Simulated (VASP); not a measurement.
SnO2:

```
Sn O
1.0
     5.17526    0.00000    0.00000
     0.00000    5.17526    0.00000
     0.00000    0.00000    5.17526
Sn O
4 8
Direct
  0.00000 0.50000 0.50000
  0.50000 0.50000 0.00000
  0.50000 0.00000 0.50000
  0.00000 0.00000 0.00000
  0.33890 0.16110 0.83890
  0.16110 0.83890 0.33890
  0.83890 0.33890 0.16110
  0.66110 0.66110 0.66110
  0.33890 0.33890 0.33890
  0.16110 0.66110 0.83890
  0.83890 0.16110 0.66110
  0.66110 0.83890 0.16110
```

Measurements of this composition are mostly on another form, of space group No. 136.

```yaml
Program: VASP 6.6.1
Task: relaxation of cell and atoms
Functional: PBEsol
Potentials_or_basis: VASP PAW PBE potentials, release 64 (Sn_d, O)
Cutoff: 600 eV
k_mesh: 6 × 6 × 6
Occupations: gaussian, width 0.03 eV
Spin: no spin polarisation
```

At the start: pressure -6.7 GPa; volume 11.55 Å³/atom.

Q: Where does the relaxation end?

A: Over 7 steps the energy falls by 8.5 meV/atom and the volume is 11.16 Å³/atom (-3.4 %); space group Pa-3 (No. 205, to 0.05 Å).

The path:
```csv
step,energy change (eV),largest force (eV/Å),pressure (GPa),volume (Å³)
1,0.0000,0.0212,-6.74,138.61
2,0.0234,0.0549,8.62,129.09
3,-0.1023,0.0127,-0.04,133.96
4,-0.1023,0.0135,0.09,133.86
5,-0.1024,0.0108,-0.09,133.98
6,-0.1024,0.0109,-0.09,133.97
7,-0.1024,0.0092,-0.07,133.96
```

Final structure:
```cif
data_structure
_symmetry_space_group_name_H-M 'P 1'
_symmetry_Int_Tables_number 1
_cell_length_a 5.1167
_cell_length_b 5.1167
_cell_length_c 5.1167
_cell_angle_alpha 90.000
_cell_angle_beta 90.000
_cell_angle_gamma 90.000
_cell_volume 133.96
loop_
_atom_site_label
_atom_site_type_symbol
_atom_site_fract_x
_atom_site_fract_y
_atom_site_fract_z
_atom_site_occupancy
Sn1 Sn 0.00000 0.50000 0.50000 1
Sn2 Sn 0.50000 0.50000 0.00000 1
Sn3 Sn 0.50000 0.00000 0.50000 1
Sn4 Sn 0.00000 0.00000 0.00000 1
O1 O 0.33899 0.16101 0.83899 1
O2 O 0.16101 0.83899 0.33899 1
O3 O 0.83899 0.33899 0.16101 1
O4 O 0.66101 0.66101 0.66101 1
O5 O 0.33899 0.33899 0.33899 1
O6 O 0.16101 0.66101 0.83899 1
O7 O 0.83899 0.16101 0.66101 1
O8 O 0.66101 0.83899 0.16101 1
```

Caveat: the PAW data sets were made with another functional, which shifts forces and pressure a little.
